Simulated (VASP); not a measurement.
HfC, 2 atoms in the cell. It takes space group Fm-3m (No. 225, cubic). Conventional cell: a = 4.634 Å, b = 4.634 Å, c = 4.634 Å, α = 90.00°, β = 90.00°, γ = 90.00°. Hf (site symmetry m-3m) has 6 C at 2.32 Å as nearest neighbours. C (site symmetry m-3m) is surrounded by 6 Hf at 2.32 Å. The cell is a database's computed one.

```yaml
Program: VASP 6.6.1
Task: relaxation of cell and atoms
Functional: PBEsol
Potentials_or_basis: VASP PAW PBE potentials, release 64 (Hf_pv, C_s)
Cutoff: 480 eV
k_mesh: 16 × 16 × 16
Occupations: gaussian, width 0.1 eV
Spin: no spin polarisation
Further_INCAR_settings: ALGO = Normal; EDIFF = 1e-07; IBRION = 2; EDIFFG = -0.005; NSW = 90; ISIF = 3
```

Potentials or basis: VASP PAW PBE potentials, release 64 (Hf_pv, C_s).

Command:

```console
$ cat potpaw_PBE.64/Hf_pv/POTCAR potpaw_PBE.64/C_s/POTCAR > POTCAR
$ mpirun -np 1 vasp_std > vasp.out
```

Hardware: 1 thread of AMD EPYC 9R14 (Zen 4), on a shared host.

Problem. How long does it take, and how much memory?

Solution. It took 58 s on 1 thread of AMD EPYC 9R14 (Zen 4), on a shared host, peak memory 0.15 GiB. Counts: scf iterations 35, k points 145, ion steps 3.
